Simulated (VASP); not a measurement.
The system is Hf.

```
CELL_PARAMETERS angstrom
2.39987 -4.06733 0.00000
2.39987 4.06733 0.00000
0.00000 0.00000 4.80612
ATOMIC_POSITIONS crystal
Hf 0.15250 0.84750 0.07850
Hf 0.65250 0.34750 0.42150
Hf 0.84750 0.15250 0.92150
Hf 0.34750 0.65250 0.57850
```

The cell was built by a generator and needn't be a form met in nature.

| Quantity | Value |
| --- | --- |
| Program | VASP 6.6.1 |
| Task | relaxation of cell and atoms |
| Functional | PBEsol |
| Potentials or basis | VASP PAW PBE potentials, release 64 (Hf_pv) |
| Cutoff | 600 eV |
| k mesh | 4 × 4 × 4 |
| Occupations | gaussian, width 0.1 eV |
| Spin | no spin polarisation |

At the start: pressure 6.5 GPa; volume 23.46 Å³/atom.

Task: How do energy, volume and symmetry change on relaxing?

Result: Over 25 steps the energy falls by 999.7 meV/atom and the volume is 23.38 Å³/atom (-0.3 %); space group Fmmm (No. 69, to 0.05 Å).

Step by step:
| step | energy change (eV) | largest force (eV/Å) | pressure (GPa) | volume (Å³) |
| --- | --- | --- | --- | --- |
| 1 | 0.0000 | 1.0870 | 6.48 | 93.83 |
| 2 | -0.9207 | 1.4286 | -2.90 | 106.76 |
| 3 | -0.9720 | 1.5818 | -4.52 | 110.06 |
| 4 | -2.1011 | 2.4360 | -1.53 | 105.33 |
| 5 | 0.4813 | 2.8185 | 34.81 | 84.53 |
| 6 | -2.1177 | 3.1719 | 4.23 | 100.67 |
| 7 | -2.1402 | 3.0599 | 10.25 | 95.84 |
| 8 | -2.3523 | 2.5394 | 8.81 | 96.65 |
| 9 | -2.4129 | 1.5630 | 7.64 | 97.56 |
| 10 | -2.4240 | 1.8582 | 7.91 | 97.32 |
| 11 | -2.6692 | 1.7259 | 5.28 | 99.10 |
| 12 | -3.1444 | 1.3011 | -1.58 | 104.44 |
| 13 | -3.0532 | 0.6790 | -11.09 | 114.98 |
| 14 | -3.2650 | 0.9426 | -6.04 | 108.75 |
| 15 | -3.4630 | 0.8801 | -5.36 | 106.65 |
| 16 | -3.7075 | 0.9734 | -3.42 | 102.52 |
| 17 | -3.3508 | 1.2489 | 3.77 | 93.86 |
| 18 | -3.7280 | 1.1305 | -2.05 | 100.65 |
| 19 | -3.8614 | 0.8336 | -1.26 | 98.19 |
| 20 | -3.9844 | 0.2837 | 0.90 | 93.17 |
| 21 | -3.9848 | 0.2701 | 1.04 | 92.88 |
| 22 | -3.9963 | 0.1175 | -0.45 | 93.96 |
| 23 | -3.9963 | 0.1171 | -0.52 | 94.01 |
| 24 | -3.9987 | 0.0487 | -0.13 | 93.65 |
| 25 | -3.9989 | 0.0250 | 0.00 | 93.52 |

Final structure:
```cif
data_structure
_symmetry_space_group_name_H-M 'P 1'
_symmetry_Int_Tables_number 1
_cell_length_a 5.6353
_cell_length_b 5.6353
_cell_length_c 4.1867
_cell_angle_alpha 90.000
_cell_angle_beta 90.000
_cell_angle_gamma 135.301
_cell_volume 93.52
loop_
_atom_site_label
_atom_site_type_symbol
_atom_site_fract_x
_atom_site_fract_y
_atom_site_fract_z
_atom_site_occupancy
Hf1 Hf 0.15008 0.84992 0.99967 1
Hf2 Hf 0.65008 0.34992 0.50033 1
Hf3 Hf 0.84992 0.15008 0.00033 1
Hf4 Hf 0.34992 0.65008 0.49967 1
```

Caveat: the k mesh is coarse (spacing up to 0.38 Å⁻¹), so the values aren't converged; the PAW data sets were made with another functional, which shifts forces and pressure a little.
